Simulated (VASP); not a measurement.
# PtS2 in VASP: notebook

The runs below take PtS2 through single point, with PBE.

All numbers are computed with VASP 6.6.1; they aren't measurements. Logs are shortened: lines on timing, memory, paths and dates and some standing lists are left out, and cuts for length are marked.

## Step 1: Starting point

The cell holds a slab with vacuum, 3 atoms: a = 3.543 Å, b = 3.543 Å, c = 20.288 Å, α = 90.00°, β = 90.00°, γ = 120.00°.

## Step 2: Single point, PBE

INCAR reads:

```
SYSTEM = PtS2
PREC = Accurate ; ENCUT = 750
EDIFF = 1E-7 ; ISMEAR = 0
SIGMA = 0.05 ; LREAL = .False.
LASPH = .True. ; NELM = 120
ALGO = Normal ; ISIF = 2
LWAVE = .False. ; LCHARG = .False.
LDIPOL = .True. ; IDIPOL = 3
DIPOL = 0.5 0.5 0.500 ; GGA = PE
NBANDS = 22 ; LVHAR = .True.
LVACPOTAV = .True.
```

KPOINTS reads:

```
Automatic mesh
0
Gamma
  9 9 1
  0 0 0
```

POSCAR reads:

```
PtS2
1.0
    3.5432000000      0.0000000000      0.0000000000
   -1.7716000000      3.0685012100      0.0000000000
    0.0000000000      0.0000000000     20.2876152000
S Pt
2 1
Direct
    0.6666666667      0.3333333333      0.4436204015
    0.3333333333      0.6666666667      0.5563795985
    0.0000000000      0.0000000000      0.5000000000
```

Potentials or basis: VASP PAW PBE potentials, release 64 (S, Pt).

Command:

```
> cat potpaw_PBE.64/S/POTCAR potpaw_PBE.64/Pt/POTCAR > POTCAR
> mpirun -np 1 vasp_std > vasp.out
```

OUTCAR:

```text
SYSTEM = PtS2
   PREC = Accurate
   ENCUT = 750
   EDIFF = 1E-7
   ISMEAR = 0
   LREAL = .False.
   LASPH = .True.
   NELM = 120
   ISIF = 2
   GGA = PE

 Found     12 irreducible k-points:

 Following reciprocal coordinates:
            Coordinates               Weight
  0.000000  0.000000  0.000000      1.000000
  0.111111  0.000000  0.000000      6.000000
  0.222222  0.000000  0.000000      6.000000
  0.333333  0.000000  0.000000      6.000000
  0.444444  0.000000  0.000000      6.000000
  0.111111  0.111111  0.000000      6.000000
   k-points           NKPTS =     12   k-points in BZ     NKDIM =     12   number of bands    NBANDS=     22
   number of dos      NEDOS =    301   number of ions     NIONS =      3
   total plane-waves  NPLWV = 196608
   dimension x,y,z NGX =    32 NGY =   32 NGZ =  192
   dimension x,y,z NGXF=    64 NGYF=   64 NGZF=  384
   ions per type =               2   1
   NGX,Y,Z   is equivalent  to a cutoff of  15.01, 15.01, 15.73 a.u.
   NGXF,Y,Z  is equivalent  to a cutoff of  30.03, 30.03, 31.47 a.u.
 SYSTEM =  PtS2
   PREC   = accura    normal or accurate (medium, high low for compatibility)
   ISTART =      0    job   : 0-new  1-cont  2-samecut
   ICHARG =      2    charge: 1-file 2-atom 10-const
   ISPIN  =      1    spin polarized calculation?
   LNONCOLLINEAR =      F non collinear calculations
   LSORBIT =      F    spin-orbit coupling
   LASPH  =      T    aspherical Exc in radial PAW
   ENCUT  =  750.0 eV  55.12 Ry    7.42 a.u.   7.91  7.91 45.30*2*pi/ulx,y,z
   NELM   =    120;   NELMIN=  2; NELMDL= -5     # of ELM steps
   EDIFF  = 0.1E-06   stopping-criterion for ELM
   LREAL  =      F    real-space projection
   EDIFFG = 0.1E-05   stopping-criterion for IOM
   NSW    =      0    number of steps for IOM
   IBRION =     -1    ionic relax: 0-MD 1-quasi-New 2-CG
   NFREE  =      0    steps in history (QN), initial steepest desc. (CG)
   ISIF   =      2    stress and relaxation
   ISYM   =      2    0-nonsym 1-usesym 2-fastsym
   POTIM  = 0.5000    time-step for ionic-motion
   TEBEG  =    0.0;   TEEND  =   0.0 temperature during run
   PSTRESS=    0.0 pullay stress
   NELECT =      22.0000    total number of electrons
   NUPDOWN=      -1.0000    fix difference up-down
   EMIN   =  10.00;   EMAX   =-10.00  energy-range for DOS
   EFERMI =   0.00;   METHOD = LEGACY
   ISMEAR =     0;   SIGMA  =   0.05  broadening in eV -4-tet -1-fermi 0-gaus
   EFERMI_NEDOS =   21; number of points for ismear=-14 and -15
   IALGO  =     38    algorithm
   IMIX   =      4    mixing-type and parameters
     AMIX     =   0.40;   BMIX     =  1.00
     AMIX_MAG =   1.60;   BMIX_MAG =  1.00
  volume/ion in A,a.u.               =      73.52       496.17
  Fermi-wavevector in a.u.,A,eV,Ry     =   0.759215  1.434708  7.842497  0.576407
  Thomas-Fermi vector in A             =   1.857960
   LORBIT       =      0    0 simple, 1 ext, 2 COOP (PROOUT), +10 PAW based schemes
   GGA     = PE    functional components
   LHFCALC =     F    Hartree Fock is set to
   AEXX    =    0.0000 exact exchange contribution
   IVDW    =     0    specifies the selected vdW correction
   LEPSILON=     F    determine dielectric tensor
   LRPA    =     F    only Hartree local field effects (RPA)
 non-spin polarized calculation
 Gauss-broadening in eV      SIGMA  =   0.05
  energy-cutoff  :      750.00
  volume of cell :      220.57
 maximum number of plane-waves:     10350
 NGX is ok and might be reduce to    32
   NGX = 15   NGY = 15   NGZ = 91

 number of electron      22.0000001 magnetization

 dipolmoment           0.000000      0.000000      0.000000 electrons x Angstroem

 Free energy of the ion-electron system (eV)
  ---------------------------------------------------
  ext. energy  EPLUGINS =         0.00000000
  ---------------------------------------------------
  free energy    TOTEN  =       -15.32278014 eV

  energy without entropy =      -15.32278014  energy(sigma->0) =      -15.32278014

 E-fermi :  -3.0186     XC(G=0):  -3.1528

 val. band max:       -3.2536557923   @ k =   0.2222   0.1111   0.0000
 cond. band min:      -1.3869023388   @ k =   0.2222   0.0000   0.0000
 fundamental gap:      1.8667534534
 Fermi energy:        -3.0186046375

 k-point     1 :       0.0000    0.0000    0.0000
  band No.  band energies     occupation
      1     -17.8547      2.00000
      2     -15.0820      2.00000
      3      -9.4918      2.00000
      4      -9.4918      2.00000
      5      -8.7048      2.00000
      6      -6.4572      2.00000
[... 14 lines left out ...]
     21       5.3762      0.00000
     22       5.8882      0.00000

 k-point     2 :       0.1111    0.0000    0.0000
  band No.  band energies     occupation
      1     -17.6895      2.00000
      2     -15.1525      2.00000
      3      -9.4262      2.00000
      4      -9.3806      2.00000
      5      -8.5704      2.00000
      6      -6.7042      2.00000
[... 14 lines left out ...]
     21       5.9409      0.00000
     22       6.2197      0.00000

 k-point     3 :       0.2222    0.0000    0.0000
  band No.  band energies     occupation
      1     -17.2291      2.00000
      2     -15.3263      2.00000
      3      -9.2433      2.00000
      4      -9.0991      2.00000
      5      -8.2498      2.00000
      6      -7.4014      2.00000
[... 14 lines left out ...]
     21       6.5942      0.00000
     22       7.1079      0.00000

 k-point     4 :       0.3333    0.0000    0.0000
  band No.  band energies     occupation
      1     -16.6021      2.00000
      2     -15.5136      2.00000
      3      -9.3593      2.00000
      4      -8.8175      2.00000
      5      -8.2297      2.00000
      6      -7.4315      2.00000
[... 14 lines left out ...]
     21       7.2526      0.00000
     22       7.2845      0.00000

 k-point     5 :       0.4444    0.0000    0.0000
  band No.  band energies     occupation
      1     -16.1030      2.00000
      2     -15.6200      2.00000
      3      -9.9947      2.00000
      4      -8.6963      2.00000
      5      -7.7306      2.00000
      6      -7.1912      2.00000
[... 14 lines left out ...]
     21       6.8697      0.00000
     22       7.2320      0.00000

 k-point     6 :       0.1111    0.1111    0.0000
  band No.  band energies     occupation
      1     -17.3758      2.00000
      2     -15.2744      2.00000
      3      -9.2881      2.00000
      4      -9.1904      2.00000
      5      -8.3383      2.00000
      6      -6.9908      2.00000
[... 14 lines left out ...]
     21       6.5390      0.00000
     22       6.7348      0.00000

 [... further k-points ...]

------------------------ aborting loop because EDIFF is reached ----------------------------------------

 vacuum level on the upper side and lower side of the slab       (xc-potential included)        -0.087        -0.087

  FORCE on cell =-STRESS in cart. coord.  units (eV):
  Direction    XX          YY          ZZ          XY          YZ          ZX
  --------------------------------------------------------------------------------------
  -------------------------------------------------------------------------------------
  Total        3.5080447      3.5080447      3.0939476     -0.0000000      0.0000000      0.0000000
  in kB       25.4813679     25.4813679     22.4734924     -0.0000000      0.0000000      0.0000000
  external PRESSURE =      24.4787427 kB  Pullay stress =       0.0000000 kB

 VOLUME and BASIS-vectors are now :
 -----------------------------------------------------------------------------
  energy-cutoff  :      750.00
  volume of cell :      220.57
      direct lattice vectors                 reciprocal lattice vectors
     3.543200000  0.000000000  0.000000000     0.282230752  0.162946001  0.000000000
    -1.771600000  3.068501210  0.000000000     0.000000000  0.325892001  0.000000000
     0.000000000  0.000000000 20.287615200     0.000000000  0.000000000  0.049291156

 POSITION                                       TOTAL-FORCE (eV/Angst)
 -----------------------------------------------------------------------------------
      1.77160      1.02283      9.00000        -0.000000      0.000000     -1.354518
     -0.00000      2.04567     11.28762         0.000000     -0.000000      1.354518
      0.00000      0.00000     10.14381         0.000000      0.000000      0.000000
 -----------------------------------------------------------------------------------
    total drift:                               -0.000000      0.000000     -0.000000

  FREE ENERGIE OF THE ION-ELECTRON SYSTEM (eV)
  ---------------------------------------------------
  free  energy   TOTEN  =       -15.3227801395 eV

  energy  without entropy=      -15.3227801395  energy(sigma->0) =      -15.32278014

 vacuum level on the upper side and lower side of the slab         3.050         3.050
```

It took 1.8 min on 1 thread of AMD EPYC 9R45 (Zen 5), shared host; peak memory 0.46 GiB.

The run converged, but some of its settings lie outside the range that counts as converged, so its numbers aren't taken as properties of the slab.

Results:

```yaml
Free_energy: -15.3228 eV
Largest_force: 1.355 eV/Å
Band_gap_on_the_k_mesh: 1.87 eV, indirect (least direct gap 1.92 eV)
Ionisation_potential_of_the_upper_face: 6.30 eV
```

Caveat: spin-orbit coupling is left out, which moves the levels of the heavy elements.

## Step 3: Single point, PBE

This run uses another cell than the first one, of 51.78 Å³/atom, 0.704 times its volume.

INCAR: that of step 2 with these lines changed.

```diff
@@ -1,3 +1,3 @@
 SYSTEM = PtS2
-PREC = Accurate ; ENCUT = 750
+PREC = Accurate ; ENCUT = 280
 EDIFF = 1E-7 ; ISMEAR = 0
```

KPOINTS reads:

```
Automatic mesh
0
Gamma
  3 3 1
  0 0 0
```

POSCAR reads:

```
PtS2
1.0
    3.5432000000      0.0000000000      0.0000000000
   -1.7716000000      3.0685012100      0.0000000000
    0.0000000000      0.0000000000     14.2876152000
S Pt
2 1
Direct
    0.6666666667      0.3333333333      0.4199441206
    0.3333333333      0.6666666667      0.5800558794
    0.0000000000      0.0000000000      0.5000000000
```

Potentials or basis: VASP PAW PBE potentials, release 64 (S, Pt).

Command:

```
> cat potpaw_PBE.64/S/POTCAR potpaw_PBE.64/Pt/POTCAR > POTCAR
> mpirun -np 1 vasp_std > vasp.out
```

OUTCAR:

```text
SYSTEM = PtS2
   PREC = Accurate
   ENCUT = 280
   EDIFF = 1E-7
   ISMEAR = 0
   LREAL = .False.
   LASPH = .True.
   NELM = 120
   ISIF = 2
   GGA = PE

 Found      3 irreducible k-points:

 Following reciprocal coordinates:
            Coordinates               Weight
  0.000000  0.000000  0.000000      1.000000
  0.333333 -0.000000  0.000000      6.000000
  0.333333  0.333333  0.000000      2.000000
   k-points           NKPTS =      3   k-points in BZ     NKDIM =      3   number of bands    NBANDS=     22
   number of dos      NEDOS =    301   number of ions     NIONS =      3
   total plane-waves  NPLWV =  32000
   dimension x,y,z NGX =    20 NGY =   20 NGZ =   80
   dimension x,y,z NGXF=    40 NGYF=   40 NGZF=  160
   ions per type =               2   1
   NGX,Y,Z   is equivalent  to a cutoff of   9.38,  9.38,  9.31 a.u.
   NGXF,Y,Z  is equivalent  to a cutoff of  18.77, 18.77, 18.62 a.u.
 SYSTEM =  PtS2
   PREC   = accura    normal or accurate (medium, high low for compatibility)
   ISTART =      0    job   : 0-new  1-cont  2-samecut
   ICHARG =      2    charge: 1-file 2-atom 10-const
   ISPIN  =      1    spin polarized calculation?
   LNONCOLLINEAR =      F non collinear calculations
   LSORBIT =      F    spin-orbit coupling
   LASPH  =      T    aspherical Exc in radial PAW
   ENCUT  =  280.0 eV  20.58 Ry    4.54 a.u.   4.83  4.83 19.49*2*pi/ulx,y,z
   NELM   =    120;   NELMIN=  2; NELMDL= -5     # of ELM steps
[... 56 lines left out ...]
 fundamental gap:      2.6326683939
 Fermi energy:        -2.0358688311

 k-point     1 :       0.0000    0.0000    0.0000
  band No.  band energies     occupation
      1     -16.5249      2.00000
      2     -13.7468      2.00000
      3      -8.1301      2.00000
      4      -8.1301      2.00000
      5      -7.3588      2.00000
      6      -5.0736      2.00000
[... 64 lines left out ...]
     21       9.4408      0.00000
     22       9.4408      0.00000

------------------------ aborting loop because EDIFF is reached ----------------------------------------

  FORCE on cell =-STRESS in cart. coord.  units (eV):
  Direction    XX          YY          ZZ          XY          YZ          ZX
  --------------------------------------------------------------------------------------
  -------------------------------------------------------------------------------------
  Total        3.1960655      3.1960655      2.7753282     -0.0000000      0.0000000      0.0000000
  in kB       32.9643524     32.9643524     28.6248497     -0.0000000      0.0000000      0.0000000
  external PRESSURE =      31.5178515 kB  Pullay stress =       0.0000000 kB

 VOLUME and BASIS-vectors are now :
 -----------------------------------------------------------------------------
  energy-cutoff  :      280.00
  volume of cell :      155.34
      direct lattice vectors                 reciprocal lattice vectors
     3.543200000  0.000000000  0.000000000     0.282230752  0.162946001  0.000000000
    -1.771600000  3.068501210  0.000000000     0.000000000  0.325892001  0.000000000
     0.000000000  0.000000000 14.287615200     0.000000000  0.000000000  0.069990687

 POSITION                                       TOTAL-FORCE (eV/Angst)
 -----------------------------------------------------------------------------------
      1.77160      1.02283      6.00000         0.000000      0.000000     -1.326091
     -0.00000      2.04567      8.28762        -0.000000     -0.000000      1.326091
      0.00000      0.00000      7.14381        -0.000000     -0.000000      0.000000
 -----------------------------------------------------------------------------------
    total drift:                               -0.000000      0.000000     -0.000000

  FREE ENERGIE OF THE ION-ELECTRON SYSTEM (eV)
  ---------------------------------------------------
  free  energy   TOTEN  =       -15.4048641760 eV

  energy  without entropy=      -15.4048641760  energy(sigma->0) =      -15.40486418

 vacuum level on the upper side and lower side of the slab         4.291         4.291
```

OSZICAR:

```text
N       E                     dE             d eps       ncg     rms          rms(c)
DAV:   1     0.107619361534E+03    0.10762E+03   -0.64280E+03   132   0.499E+02
DAV:   2    -0.839732674271E+01   -0.11602E+03   -0.11214E+03   186   0.135E+02
DAV:   3    -0.166167549820E+02   -0.82194E+01   -0.81541E+01   168   0.403E+01
[... 25 lines left out ...]
DAV:  29    -0.154048630368E+02   -0.15287E-05   -0.55821E-08   134   0.115E-03    0.456E-03
DAV:  30    -0.154048637292E+02   -0.69234E-06   -0.77926E-08   122   0.130E-03    0.488E-04
DAV:  31    -0.154048639974E+02   -0.26817E-06   -0.47177E-09   128   0.360E-04    0.391E-04
DAV:  32    -0.154048641565E+02   -0.15909E-06   -0.32402E-09   126   0.250E-04    0.517E-04
DAV:  33    -0.154048641760E+02   -0.19590E-07   -0.46990E-10   128   0.914E-05
   1 F= -.15404864E+02 E0= -.15404864E+02  d E =-.129593E-13
```

stdout:

```text
POSCAR found type information on POSCAR S Pt
 POSCAR found :  2 types and       3 ions
 scaLAPACK will be used
 LDA part: xc-table for (Slater+PW92), standard interpolation
 POSCAR, INCAR and KPOINTS ok, starting setup
 FFT: planning ... GRIDC
 FFT: planning ... GRID_SOFT
 FFT: planning ... GRID
 WAVECAR not read
 entering main loop
 -----------------------------------------------------------------------------
|                                                                             |
|           W    W    AA    RRRRR   N    N  II  N    N   GGGG   !!!           |
|           W    W   A  A   R    R  NN   N  II  NN   N  G    G  !!!           |
|           W    W  A    A  R    R  N N  N  II  N N  N  G       !!!           |
|           W WW W  AAAAAA  RRRRR   N  N N  II  N  N N  G  GGG   !            |
|           WW  WW  A    A  R   R   N   NN  II  N   NN  G    G                |
|           W    W  A    A  R    R  N    N  II  N    N   GGGG   !!!           |
|                                                                             |
|     Did not find any points to average over, which means that no vacuum     |
|     field-free region was found. Please increase the size of  your cell     |
|     in the dimension of the dipole correction to obtain accurate            |
|     workfunction values.                                                    |
|                                                                             |
 -----------------------------------------------------------------------------
```

Wall time 8.9 s (1 thread of AMD EPYC 9R45 (Zen 5), shared host); peak memory 0.14 GiB.

The run converged, but some of its settings lie outside the range that counts as converged, so its numbers aren't taken as properties of the slab.

Results:

```
Free energy                            : -15.4049 eV
Largest force                          : 1.326 eV/Å
Band gap on the k mesh                 : 2.63 eV, direct
Ionisation potential of the upper face : 6.59 eV
```

Caveat: the k mesh is coarse (spacing up to 0.68 Å⁻¹), so the values aren't converged; the cutoff is under 1.25 times the usual one of these potentials, so pressure, stress and relaxed cells hold a basis-set (Pulay) error; spin-orbit coupling is left out, which moves the levels of the heavy elements.

## Step 4: Single point, PBE

This run uses another cell than the first one, of 51.78 Å³/atom, 0.704 times its volume.

INCAR: that of step 3 with these lines changed.

```diff
@@ -1,3 +1,3 @@
 SYSTEM = PtS2
-PREC = Accurate ; ENCUT = 280
+PREC = Accurate ; ENCUT = 460
 EDIFF = 1E-7 ; ISMEAR = 0
```

KPOINTS is that of step 3.

POSCAR is that of step 3.

Command:

```
> cat potpaw_PBE.64/S/POTCAR potpaw_PBE.64/Pt/POTCAR > POTCAR
> mpirun -np 1 vasp_std > vasp.out
```

It took 16 s on 1 thread of AMD EPYC 9R45 (Zen 5), shared host; peak memory 0.22 GiB.

The run converged, but some of its settings lie outside the range that counts as converged, so its numbers aren't taken as properties of the slab.

What came out:

- Free energy: -15.4093 eV
- Largest force: 1.317 eV/Å
- Band gap on the k mesh: 2.63 eV, direct
- Ionisation potential of the upper face: 6.59 eV

Caveat: the k mesh is coarse (spacing up to 0.68 Å⁻¹), so the values aren't converged; spin-orbit coupling is left out, which moves the levels of the heavy elements.
